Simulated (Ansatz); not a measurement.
# Fe under changes of volume

One of the cells (12.019 Å³/atom); the others are scaled copies at fixed shape and fractional positions:

```
Fe
1.0
    -1.44300    1.44300    1.44300
     1.44300   -1.44300    1.44300
     1.44300    1.44300   -1.44300
Fe
1
Cartesian
  0.0000 0.0000 0.0000
```

| Quantity | Value |
| --- | --- |
| Program | Ansatz 0.2.0 |
| Functional | PBEsol |
| Dispersion | D4 |
| Potentials or basis | Ansatz PAW |
| Cutoff | 420 eV (not typed: the program's choice for these potentials) |
| k mesh | 13 × 13 × 13 |
| Occupations | fermi-dirac, width 0.05 eV |
| Spin | collinear spin, ferromagnetic start |
| Starting moments | [3.0] μB |

```csv
volume (Å³/atom),energy over the lowest point (meV/atom),pressure (GPa),moment (μB per cell)
11.298,0.00,-12.0,2.12
11.538,?,?,?
11.778,46.52,-18.3,2.20
12.019,75.72,-20.3,2.26
12.259,107.45,-21.9,2.33
12.499,141.61,-23.1,2.40
12.740,176.61,-23.3,2.50
```

Question: What does the run at 11.538 Å³/atom give?

Answer: Energy over the lowest point 20.81 meV/atom; pressure -15.5 GPa; moment 2.16 μB per cell.

Worked out: A Birch-Murnaghan fit of order 3 (a polynomial in V^(-2/3)) to the other rows has no minimum within the range. It gives 20.90 meV/atom at 11.538 Å³/atom, against the run's 20.81, and -dE/dV = -15.6 GPa, against -15.5. A parabola through the other rows of the moment, of slope 0.169 μB per Å³/atom there, gives 2.15 μB, against the run's 2.16.

Energies are extrapolated to zero smearing.

Caveats: pairwise dispersion overbinds metals, which lowers pressure and volume; the PAW data sets come from PBE, with cores solved anew for the run's functional, which leaves a small shift of forces and pressure.
